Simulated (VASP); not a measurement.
**Si (strained diamond): a PBE single-point calculation in VASP**

INCAR

```
LELF = .TRUE.
NELM = 120
ENCUT = 520
LWAVE = .FALSE.
IBRION = -1
ISIF = 2
LCHARG = .TRUE.
NSW = 0
SIGMA = 0.02
EDIFF = 1E-7
GGA = PE
ISMEAR = -1
NBANDS = 11
PREC = Accurate
LREAL = .FALSE.
LASPH = .TRUE.
```

KPOINTS

```
KPOINTS created by Atomic Simulation Environment
0
Gamma
8 8 8
0 0 0
```

KPOINTS_OPT

```
special points
7
Reciprocal
0.0000000000 0.0000000000 0.0000000000 1
0.5000000000 0.0000000000 0.5000000000 1
0.6250000000 0.2500000000 0.6250000000 1
0.3750000000 0.3750000000 0.7500000000 1
0.5000000000 0.5000000000 0.5000000000 1
0.5000000000 0.2500000000 0.7500000000 1
0.0000000000 0.5000000000 0.5000000000 1
```

POSCAR

```
Si
 1.0000000000000000
    -0.0907372965000000    2.6313815992000000    2.6313815992000000
     2.6313815992000000   -0.0907372965000000    2.6313815992000000
     2.6313815992000000    2.6313815992000000   -0.0907372965000000
 Si
   2
Cartesian
 -0.0136329452143462 -0.0136329452143462 -0.0136329452143462
  1.3066394206893464  1.3066394206893464  1.3066394206893464
```

VASP ran with the recommended PBE PAW datasets (8 valence electrons in the cell).

Command

```
mpirun -np 1 vasp_std
```

From OUTCAR

```
k-points           NKPTS =     65   k-points in BZ     NKDIM =     65   number of bands    NBANDS=     11

   NELECT =       8.0000    total number of electrons

   dimension x,y,z NGX =    28 NGY =   28 NGZ =   28
   dimension x,y,z NGXF=    56 NGYF=   56 NGZF=   56

  energy-cutoff  :      520.00
  volume of cell :       38.32
      direct lattice vectors                 reciprocal lattice vectors
    -0.090737296  2.631381599  2.631381599    -0.180457977  0.186902905  0.186902905
     2.631381599 -0.090737296  2.631381599     0.186902905 -0.180457977  0.186902905
     2.631381599  2.631381599 -0.090737296     0.186902905  0.186902905 -0.180457977

 k-points in reciprocal lattice and weights: KPOINTS created by Atomic Simulation Env
   0.00000000  0.00000000  0.00000000       0.002
   0.12500000  0.00000000 -0.00000000       0.012
   0.25000000  0.00000000 -0.00000000       0.012
   0.37500000  0.00000000  0.00000000       0.012
   0.50000000  0.00000000 -0.00000000       0.006
   0.12500000  0.12500000  0.00000000       0.012
   0.25000000  0.12500000 -0.00000000       0.023
   0.37500000  0.12500000 -0.00000000       0.023
   ...

 E-fermi :   6.6086

 k-point     1 :       0.0000    0.0000    0.0000
  band No.  band energies     occupation
      1      -5.9836      2.00000
      2       6.1203      2.00000
      3       6.1203      2.00000
      4       6.6159      0.81966
      5       8.6810      0.00000
      6       8.6810      0.00000
      7       8.9535      0.00000
      8      10.4853      0.00000
      9      14.0428      0.00000
     10      14.0428      0.00000
     11      14.4530      0.00000

 k-point     2 :       0.1250    0.0000   -0.0000
  band No.  band energies     occupation
      1      -5.7770      2.00000
      2       4.5241      2.00000
      3       5.8574      2.00000
      4       6.2477      2.00000
      5       8.8940      0.00000
      6       9.1075      0.00000
      7       9.5832      0.00000
      8      11.4469      0.00000
      9      13.4907      0.00000
     10      13.6532      0.00000
     11      15.2106      0.00000

 k-point     3 :       0.2500    0.0000   -0.0000
  band No.  band energies     occupation
      1      -5.1739      2.00000
      2       2.1555      2.00000
      3       5.4302      2.00000
      4       5.7432      2.00000
      5       8.5975      0.00000
      6       9.6781      0.00000
      7      10.0552      0.00000
      8      13.2469      0.00000
      9      13.2890      0.00000
     10      14.1068      0.00000
     11      15.5027      0.00000

 k-point     4 :       0.3750    0.0000    0.0000
  band No.  band energies     occupation
      1      -4.2683      2.00000
      2       0.1036      2.00000
      3       5.1377      2.00000
      4       5.3979      2.00000
      5       8.2614      0.00000
      6       9.6558      0.00000
      7       9.9804      0.00000
      8      14.2717      0.00000
      9      14.5565      0.00000
     10      15.1482      0.00000
     11      16.6021      0.00000

 k-point     5 :       0.5000    0.0000   -0.0000
  band No.  band energies     occupation
      1      -3.6209      2.00000
      2      -0.9349      2.00000
      3       5.0391      2.00000
      4       5.2798      2.00000
      5       8.1359      0.00000
      6       9.5432      0.00000
      7       9.8705      0.00000
      8      14.1819      0.00000
      9      16.4962      0.00000
     10      17.0759      0.00000
     11      17.2405      0.00000

 k-point     6 :       0.1250    0.1250    0.0000
  band No.  band energies     occupation
      1      -5.6998      2.00000
      2       4.9316      2.00000
      3       5.2439      2.00000
      4       5.6829      2.00000
      5       8.2938      0.00000
      6       9.9207      0.00000
      7      10.0064      0.00000
      8      11.2450      0.00000
      9      12.8904      0.00000
     10      14.3509      0.00000
     11      15.5964      0.00000

 k-point     7 :       0.2500    0.1250   -0.0000
  band No.  band energies     occupation
      1      -5.2180      2.00000
      2       2.8902      2.00000
      3       4.9207      2.00000
      4       5.2160      2.00000
      5       8.4534      0.00000
      6      10.0383      0.00000
      7      10.8131      0.00000
      8      11.0868      0.00000
      9      14.0309      0.00000
     10      14.7744      0.00000
     11      16.5392      0.00000

 k-point     8 :       0.3750    0.1250   -0.0000
  band No.  band energies     occupation
      1      -4.3872      2.00000
      2       0.7670      2.00000
      3       4.4407      2.00000
      4       4.8643      2.00000
      5       8.7210      0.00000
      6       9.9864      0.00000
      7      10.8941      0.00000
      8      11.4919      0.00000
      9      15.3987      0.00000
     10      16.0128      0.00000
     11      17.0646      0.00000

 k-point     9 :       0.5000    0.1250    0.0000
  band No.  band energies     occupation
      1      -3.5211      2.00000
      2      -0.7083      2.00000
      3       3.9848      2.00000
      4       4.8590      2.00000
      5       8.7238      0.00000
      6       9.8810      0.00000
      7      10.5660      0.00000
      8      13.3463      0.00000
      9      15.4423      0.00000
     10      16.8714      0.00000
     11      17.6261      0.00000

 k-point    10 :      -0.3750    0.1250   -0.0000
  band No.  band energies     occupation
      1      -3.7946      2.00000
      2      -0.2943      2.00000
      3       3.7530      2.00000
      4       5.1479      2.00000
      5       8.9226      0.00000
      6       9.9724      0.00000
      7      10.3893      0.00000
      8      14.1223      0.00000
      9      15.0184      0.00000
     10      15.4852      0.00000
     11      17.4254      0.00000

 k-point    11 :      -0.2500    0.1250    0.0000
  band No.  band energies     occupation
      1      -4.7307      2.00000
      2       1.5026      2.00000
      3       3.8481      2.00000
      4       5.6389      2.00000
      5       9.2671      0.00000
      6      10.1709      0.00000
      7      10.2783      0.00000
      8      12.6470      0.00000
      9      13.3654      0.00000
     10      16.1972      0.00000
     11      16.2658      0.00000

 k-point    12 :      -0.1250    0.1250    0.0000
  band No.  band energies     occupation
      1      -5.4438      2.00000
      2       3.4783      2.00000
      3       4.4998      2.00000
      4       6.1298      2.00000
      5       9.2493      0.00000
      6       9.7823      0.00000
      7      10.0186      0.00000
      8      12.1503      0.00000
      9      12.7740      0.00000
     10      14.2524      0.00000
     11      16.1336      0.00000

 k-point    13 :       0.2500    0.2500    0.0000
  band No.  band energies     occupation
      1      -4.8583      2.00000
      2       2.7699      2.00000
      3       4.0962      2.00000
      4       4.5430      2.00000
      5       7.3651      0.00000
      6       9.4240      0.00000
      7      12.1128      0.00000
      8      12.1534      0.00000
      9      14.8578      0.00000
     10      15.2857      0.00000
     11      18.0471      0.00000

 k-point    14 :       0.3750    0.2500    0.0000
  band No.  band energies     occupation
      1      -4.1259      2.00000
      2       1.2295      2.00000
      3       3.4190      2.00000
      4       4.2163      2.00000
      5       7.6755      0.00000
      6       8.9967      0.00000
      7      12.3464      0.00000
      8      12.8064      0.00000
      9      16.1667      0.00000
     10      17.2331      0.00000
     11      18.2042      0.00000

 k-point    15 :       0.5000    0.2500   -0.0000
  band No.  band energies     occupation
      1      -3.1883      2.00000
      2      -0.2876      2.00000
      3       2.6032      2.00000
      4       4.2130      2.00000
      5       7.9745      0.00000
      6      10.3713      0.00000
      7      12.0292      0.00000
      8      12.6205      0.00000
      9      16.4609      0.00000
     10      17.4790      0.00000
     11      18.3075      0.00000

 k-point    16 :      -0.3750    0.2500   -0.0000
  band No.  band energies     occupation
      1      -3.0339      2.00000
      2      -0.4958      2.00000
      3       2.1226      2.00000
      4       4.5272      2.00000
      5       8.3154      0.00000
      6      11.6368      0.00000
      7      12.1979      0.00000
      8      13.0061      0.00000
      9      14.1337      0.00000
     10      15.1624      0.00000
     11      19.0070      0.00000

 ...

  Total        1.5623917      1.5623917      1.5623917      0.6356664      0.6356664      0.6356664
  in kB       65.3169119     65.3169119     65.3169119     26.5744901     26.5744901     26.5744901
  external PRESSURE =      65.3169119 kB  Pullay stress =       0.0000000 kB

 POSITION                                       TOTAL-FORCE (eV/Angst)
 -----------------------------------------------------------------------------------
      5.15839      5.15839      5.15839        -0.029457     -0.029457     -0.029457
      1.30664      1.30664      1.30664         0.029457      0.029457      0.029457
 -----------------------------------------------------------------------------------
    total drift:                                0.000000      0.000000      0.000000

  FREE ENERGIE OF THE ION-ELECTRON SYSTEM (eV)
  ---------------------------------------------------
  free  energy   TOTEN  =       -10.7636919150 eV

  energy  without entropy=      -10.7635212652  energy(sigma->0) =      -10.76360659
```

```json
{"gap between bands v and c": "0.02 eV", "least direct gap": "2.07 eV", "pressure": "6.5 GPa", "largest force": "0.05 eV/Å"}
```

Band v is the last that the valence electrons fill when counted band by band, and c is the next.

The run took about 27 s on one core of a shared host (Intel Xeon Platinum 8488C) and held 0.17 GiB at most.
